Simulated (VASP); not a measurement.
Runs of VASP 6.6.1 on BN. The cell holds a slab with vacuum, 4 atoms: a = 2.508 Å, b = 2.508 Å, c = 21.318 Å, α = 90.00°, β = 90.00°, γ = 120.00°. 

| task | level | cell | k mesh | cutoff (eV) | dipole correction | grid for exact exchange (PRECFOCK) | screening parameter | exchange at q = 0 | gap on the mesh (eV) | largest force (eV/Å) |
| --- | --- | --- | --- | --- | --- | --- | --- | --- | --- | --- |
| relaxation of cell and atoms | PBE+D3(BJ) | relaxed | 15 × 15 × 1 | 600 | - | - | - | - | 4.53 | - |
| band structure | PBE+D3(BJ) | as given | 9 × 9 × 1 | 520 | yes | - | - | - | 4.58 | - |
| band structure | HSE06 | as given | 9 × 9 × 1 | 520 | yes | Fast | 0.2 1/A | - | (a) | 0.04 |
| band structure | PBE0 | as given | 9 × 9 × 1 | 520 | yes | Fast | - | truncated | 6.45 | 0.04 |

Alike in all rows: potentials or basis VASP PAW PBE potentials, release 64 (B, N); no spin polarisation; smearing gaussian 0.03 eV.

**Question.** Estimate the missing entries.

**Answer.** (a) 5.85.

Caveats: the PAW data sets were made with another functional, which shifts forces and pressure a little (some runs).

A k mesh can miss the band edges.
